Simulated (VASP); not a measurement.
Wanted: the native input for a VASP 6.6.1 run.

```
Task                   : single point
Functional             : PBEsol
Potentials or basis    : VASP PAW PBE potentials, release 64 (Ga_d, As)
Cutoff                 : 520 eV
k mesh                 : 7 × 7 × 7
Occupations            : fermi-dirac, width 0.02 eV
Spin                   : no spin polarisation
Further INCAR settings : ALGO = Normal; EDIFF = 1e-06; NBANDS = 16
```

The structure of GaAs lies in POSCAR:

```
GaAs
1.0
    0.0000000000      2.8268500000      2.8268500000
    2.8268500000      0.0000000000      2.8268500000
    2.8268500000      2.8268500000      0.0000000000
Ga As
1 1
Direct
    0.0000000000      0.0000000000      0.0000000000
    0.2500000000      0.2500000000      0.2500000000
```

These files were run (other wordings do the same):

INCAR

```
PREC     = Accurate       # precision mode
ENCUT    = 520            # plane-wave cutoff, eV
EDIFF    = 1E-6           # SCF threshold, eV
ISMEAR   = -1             # smearing method
SIGMA    = 0.02           # smearing width, eV
LREAL    = False          # projectors in reciprocal space
LASPH    = True           # aspherical terms in the spheres
NELM     = 100            # most SCF steps
ALGO     = Normal         # electronic algorithm
ISIF     = 2              # what is computed and relaxed
LWAVE    = False          # write WAVECAR
LCHARG   = True           # write CHGCAR
GGA      = PS             # functional
LVHAR    = True         
NBANDS   = 16             # bands
KPAR     = 4
```

KPOINTS

```
regular mesh
0
Gamma
  7 7 7
```

Potentials or basis: VASP PAW PBE potentials, release 64 (Ga_d, As).

The run is started by

```sh
$ cat potpaw_PBE.64/Ga_d/POTCAR potpaw_PBE.64/As/POTCAR > POTCAR
$ mpirun -np 4 vasp_std > vasp.out
```

Results of the run:

```
Pressure               : 0.3 GPa
Band gap on the k mesh : 0.45 eV, direct
```

Caveat: the PAW data sets were made with another functional, which shifts forces and pressure a little.

It took 7.3 s on 4 MPI ranks on Intel(R) Xeon(R) Platinum 8488C (Sapphire Rapids), with other jobs on the host, peak memory 0.16 GiB a rank.
